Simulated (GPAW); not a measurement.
Crystal: ZnSe (Stilleite).

```
Se Zn
1.0
     0.00000    2.83380    2.83380
     2.83380    0.00000    2.83380
     2.83380    2.83380    0.00000
Se Zn
1 1
Direct
  0.75000 0.75000 0.75000
  0.00000 0.00000 0.00000
```

Base run:

* Program: GPAW 26.7.0
* Functional: LDA
* Potentials or basis: the program's PAW data sets (release 1.2.1) made for this functional
* Cutoff: 600 eV
* Basis: pw
* k mesh: 8 × 8 × 8
* Occupations: fermi-dirac, width 0.05 eV
* Spin: no spin polarisation

Its results: band gap on the k mesh 1.04 eV, direct; pressure -3.6 GPa.

Question: After a change of settings the same cell gave: band gap on the k mesh 1.04 eV, direct; pressure -4.0 GPa. Which change was it?
A. functional from LDA to revPBE; band points from 100 to 60
B. functional from LDA to BLYP; potentials or basis from the program's PAW data sets (release 1.2.1) made for this functional to PAW data sets generated in the run's folder for this functional
C. cutoff from 600 eV to 450 eV; k mesh from 8 × 8 × 8 to 7 × 7 × 7
D. functional from LDA to RPBE; band points from 100 to 80

Answer: C.

Caveats: the cutoff is short for stress and forces, so pressures can be off by a GPa or more (some runs); an odd mesh through Γ misses points on the zone boundary, where band edges often lie (some runs).

Not every run made on this cell is shown here.
